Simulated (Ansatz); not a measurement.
MnS:

```xyz
2
Lattice="0.0000 2.6045 2.6045 2.6045 0.0000 2.6045 2.6045 2.6045 0.0000" Properties=species:S:1:pos:R:3 pbc="T T T"
Mn    0.0000    0.0000    0.0000
S     2.6045    2.6045    2.6045
```

| Quantity | Value |
| --- | --- |
| Program | Ansatz 0.2.0 |
| Task | relaxation of cell and atoms |
| Functional | LDA |
| Potentials or basis | Ansatz PAW |
| Cutoff | 420 eV (not typed: the program's choice for these potentials) |
| k mesh | 9 × 9 × 9 |
| Occupations | fermi-dirac, width 0.05 eV |
| Spin | collinear spin, ferromagnetic start |
| Starting moments | [4.0, 0.0] μB |
| Hubbard terms | Mn d U = 2 eV |

At the start: volume 17.67 Å³/atom.

**Question.** Where does the relaxation end?

**Answer.** It ends after 6 steps and the volume is 16.42 Å³/atom (-7.0 %); space group Fm-3m (No. 225, to 0.05 Å); moment 4.84 μB per cell.

Step by step:
| step | energy change (eV) | largest force (eV/Å) | volume (Å³) |
| --- | --- | --- | --- |
| 1 | 0.0000 | 0.0000 | 35.33 |
| 2 | -0.0377 | 0.0000 | 33.48 |
| 3 | -0.0406 | 0.0000 | 32.74 |
| 4 | -0.0407 | 0.0000 | 32.85 |
| 5 | -0.0403 | 0.0000 | 32.85 |
| 6 | -0.0403 | 0.0000 | 32.85 |

Final structure:
```
Mn S
1.0
     0.00000    2.54190    2.54190
     2.54190    0.00000    2.54190
     2.54190    2.54190    0.00000
Mn S
1 1
Direct
  0.00000 0.00000 0.00000
  0.50000 0.50000 0.50000
```

Caveat: the magnetic or orbital state may not be the lowest; the plane-wave basis is chosen anew once the cell has moved, so the energies of steps on either side of that aren't comparable; a cell with one magnetic atom can't hold antiferromagnetic order, which such compounds often take; the PAW data sets come from PBE, with cores solved anew for the run's functional, which leaves a small shift of forces and pressure.
